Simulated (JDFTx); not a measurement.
Input of a JDFTx 1.7.0 (patched build) run:

File I.in:

```
include I.lattice
coords-type Lattice
include I.ionpos

ion-species pseudo/I.upf
elec-cutoff 35
elec-ex-corr lda-PW
kpoint-folding 9 9 9
elec-smearing Fermi 0.0018374661
elec-n-bands 9
electronic-SCF nIterations 100 energyDiffThreshold 1e-09
electronic-minimize nIterations 30 energyDiffThreshold 1e-7
converge-empty-states yes
forces-output-coords Cartesian

dump-name run.$VAR
dump End Ecomponents EigStats BandEigs Kpoints Forces Stress ElecDensity
```

File I.lattice:

```
lattice \
    0.0000000000     4.1427435300     4.1427435300 \
    4.4703369572     0.0000000000     4.4703369572 \
    7.3885270413     7.3885270413     0.0000000000
```

File I.ionpos:

```
ion I      0.0000000000     0.0000000000     0.0000000000 1
```

Potentials or basis: PseudoDojo-SR-LDA-0.4.1-standard with smoothed tails.

Command:

```bash
$ jdftx -c 1 -i I.in -o I.out
```

(1) Estimate the band gap on the k mesh.

(2) Predict the pressure.

Results:

(1) none (metal or under the smearing width).

(2) -2.3 GPa.

Caveat: the empty levels aren't tightly converged; an odd number of electrons without spin polarisation forces a metal; a magnetic or distorted state may lie lower.
